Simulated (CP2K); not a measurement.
Runs of CP2K 2026.2 on Hf. It takes space group Im-3m (No. 229, cubic). The conventional cell has a = 3.610 Å, b = 3.610 Å, c = 3.610 Å, α = 90.00°, β = 90.00°, γ = 90.00°. Hf (site symmetry m-3m) has 8 Hf at 3.13 Å as nearest neighbours. This isn't the form of Hf at room conditions, which is hcp.

```csv
potentials or basis,basis sets,potentials,ADDED_MOS,gap on the mesh (eV),pressure (GPa)
POTENTIAL_UZH Hf GTH-PBE-q12; TZV2P-MOLOPT-PBE-GTH basis,Hf TZV2P-MOLOPT-PBE-GTH-q12,Hf GTH-PBE-q12 of POTENTIAL_UZH,[11],none,-4.7
GTH_POTENTIALS Hf GTH-PBE-q12; DZVP-MOLOPT-SR-GTH basis,Hf DZVP-MOLOPT-SR-GTH-q12,Hf GTH-PBE-q12 of GTH_POTENTIALS,[11],none,(a)
GTH_POTENTIALS Hf GTH-PBE-q12; SZV-MOLOPT-SR-GTH basis,Hf SZV-MOLOPT-SR-GTH-q12,Hf GTH-PBE-q12 of GTH_POTENTIALS,[4],none,(b)
GTH_POTENTIALS Hf GTH-PBE-q12; TZVP-MOLOPT-SR-GTH basis,Hf TZVP-MOLOPT-SR-GTH-q12,Hf GTH-PBE-q12 of GTH_POTENTIALS,[11],none,-5.0
POTENTIAL_UZH Hf GTH-PBE-q12; ccGRB-D basis,Hf ccGRB-D-q12,Hf GTH-PBE-q12 of POTENTIAL_UZH,[11],none,-5.0
POTENTIAL_UZH Hf GTH-PBE-q12; DZVP-MOLOPT-PBE-GTH basis,Hf DZVP-MOLOPT-PBE-GTH-q12,Hf GTH-PBE-q12 of POTENTIAL_UZH,[11],none,-4.4
POTENTIAL_UZH Hf GTH-PBE-q12; TZVP-MOLOPT-PBE-GTH basis,Hf TZVP-MOLOPT-PBE-GTH-q12,Hf GTH-PBE-q12 of POTENTIAL_UZH,[11],none,-4.5
```

Alike in all rows: task single point; level PBE; no spin polarisation; cell as given; k mesh 10 × 10 × 10; smearing fermi-dirac 0.05 eV.

Task: Estimate the missing entries.

Result: (a) -2.9; (b) -15.6.

Caveats: the basis of atomic orbitals isn't converged, which shifts pressures, moduli and gaps; a minimal basis gives rough bond lengths, pressures and levels (some runs).

A k mesh can miss the band edges, and the runs leave out spin-orbit coupling on Hf.

A gap of «none» marks a metal or a gap under the smearing width.
